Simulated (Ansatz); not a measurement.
# B: the crystal squeezed far

One table from this session's results is given with a row withheld; the runs are named, their logs left out.

Computed with Ansatz 0.2.0 (DFT PBE, with the methods named in each step, unless a step's input says otherwise).

## The structure to begin with

The structure is hexagonal, space group P6_3/mmc (No. 194). The conventional cell has a = 2.994 Å, b = 2.994 Å, c = 4.043 Å, α = 90.00°, β = 90.00°, γ = 120.00°. B (site symmetry -6m2) has 3 B at 1.73 Å as nearest neighbours.

Structure file:

```cif
data_structure
_symmetry_space_group_name_H-M 'P 1'
_symmetry_Int_Tables_number 1
_cell_length_a 2.9937
_cell_length_b 2.9937
_cell_length_c 4.0431
_cell_angle_alpha 90.000
_cell_angle_beta 90.000
_cell_angle_gamma 120.000
_cell_volume 31.38
loop_
_atom_site_label
_atom_site_type_symbol
_atom_site_fract_x
_atom_site_fract_y
_atom_site_fract_z
_atom_site_occupancy
B1 B 0.00000 0.00000 0.25000 1
B2 B 0.00000 0.00000 0.75000 1
B3 B 0.33333 0.66667 0.25000 1
B4 B 0.66667 0.33333 0.75000 1
```

Whether this phase is the stable one at these pressures isn't tested.

Atoms are numbered in the order of the input: B1, B2, B3, B4.

The first run:

Contents of input.yaml:

```yaml
crystal:
  lattice:
    - [2.9937075309, 0.0, 0.0]
    - [-1.4968537654, 2.5926267733, 0.0]
    - [0.0, 0.0, 4.0430974224]
  atoms:
    - { symbol: B, position: [0.0, 0.0, 0.25] }
    - { symbol: B, position: [0.0, 0.0, 0.75] }
    - { symbol: B, position: [0.3333333333, 0.6666666667, 0.25] }
    - { symbol: B, position: [0.6666666667, 0.3333333333, 0.75] }
kpoints:
  mp_grid: { grid: [15, 15, 5] }
  band_path:
    path:
      - [0.0, 0.0, 0.0]
      - [0.5, 0.0, 0.0]
      - [0.3333333333, 0.3333333333, 0.0]
      - [0.0, 0.0, 0.0]
      - [0.0, 0.0, 0.5]
      - [0.5, 0.0, 0.5]
      - [0.3333333333, 0.3333333333, 0.5]
      - [0.0, 0.0, 0.5]
      - [0.5, 0.0, 0.5]
    npoints: 14
scf:
  occupations: { method: fermi_dirac, width: 0.05 }
hamiltonian:
  xc: pbe
  pseudopotentials: { kind: all_electron, lapw: { basis_error: 0.001 } }
output:
  forces: true
  stress: true
  eigenvalues: true
  populations: true
  dos: { projected: true, de: 0.2, e_range: [-14, 8] }
```

Run with:

```bash
> ansatz run input.yaml --threads 1 --pin off --max-ram 3072MiB --backend cpu --events-out ev --progress --plain --runs-dir out
```

Steps of the session up to this table: The reference volume, LAPW; Volume scaled by 1, crystal datasets; Volume scaled by 1, norm-conserving; Volume scaled by 0.85, LAPW; Volume scaled by 0.85, norm-conserving; Volume scaled by 0.65, LAPW; Volume scaled by 0.65, crystal datasets; Volume scaled by 0.55, LAPW; Volume scaled by 0.4, LAPW; Volume scaled by 0.4, crystal datasets; Volume scaled by 0.4, norm-conserving.

One table of the session follows, with a row left open; its other results are not shown here.

 The rows PAW, 0.4 and PAW (core large), 0.4 agree to the last digit and may rest on the same set-up.

```
          method  volume over the first  volume (Å³/atom)  pressure (GPa)
            LAPW                      1             7.845            0.02
            LAPW                   0.85             6.668           32.97
            LAPW                   0.65             5.099          143.62
            LAPW                   0.55             4.315          263.29
            LAPW                    0.4             3.138          692.48
             PAW                      1             7.845            0.02
             PAW                   0.85             6.668           33.04
             PAW                   0.65             5.099          143.81
             PAW                   0.55             4.315          263.60
             PAW                    0.4             3.138          691.47
PAW (core large)                    0.4             3.138          691.47
crystal datasets                      1             7.845            0.01
crystal datasets                   0.65             5.099          143.62
crystal datasets                    0.4                 ?               ?
 norm-conserving                      1             7.845            0.08
 norm-conserving                   0.85             6.668           32.95
 norm-conserving                    0.4             3.138          690.10
```

Estimate the missing values for crystal datasets, 0.4.

The run gave: volume (Å³/atom): 3.138; pressure (GPa): 692.47.

Caveats from the session: Rows by PAW come from runs of the same series that aren't printed here. A fit over so wide a range leans to the high pressures, so B₀ can be off by several per cent. Warnings in the runs' records: crystal datasets made.
